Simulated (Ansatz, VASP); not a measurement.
# One calculation of TiB2, two programs

```
Ti B
1.0
     2.77792    0.00000    0.00000
    -1.38896    2.40575    0.00000
     0.00000    0.00000    3.84050
Ti B
1 2
Direct
  0.00000 0.00000 0.00000
  0.33333 0.66667 0.50000
  0.66667 0.33333 0.50000
```

Alike in both runs: task single point; functional PBE; k mesh 18 × 18 × 16; occupations gaussian, width 0.15 eV; no spin polarisation.

|  | VASP | Ansatz |
| --- | --- | --- |
| version | VASP 6.6.1 | Ansatz 0.2.0 |
| potentials or method | VASP PAW PBE potentials, release 64 (Ti_sv, B) | scalar-relativistic, plane waves, PAW |
| plane-wave cutoff (eV) | 520 | 420 |
| valence electrons in the cell | 18 | 18 |

Ansatz gave:

| Quantity | Value |
| --- | --- |
| gap on the k mesh at the Fermi level (eV) | none |
| pressure (GPa) | 19.2 |
| largest component of the traceless stress (GPa) | 71.25 |

**Question.** Which values does VASP return?

**Answer.** gap on the k mesh at the Fermi level (eV): none; pressure (GPa): 19.4; largest component of the traceless stress (GPa): 71.22.

A gap of «none» marks a metal or a gap that the smearing closes. With one functional, cell and mesh, what is left measures potentials, basis and numerics.

Caveats: so large a pressure means that the cell lies far from this level's equilibrium, or that cutoff or potentials fall short (VASP).
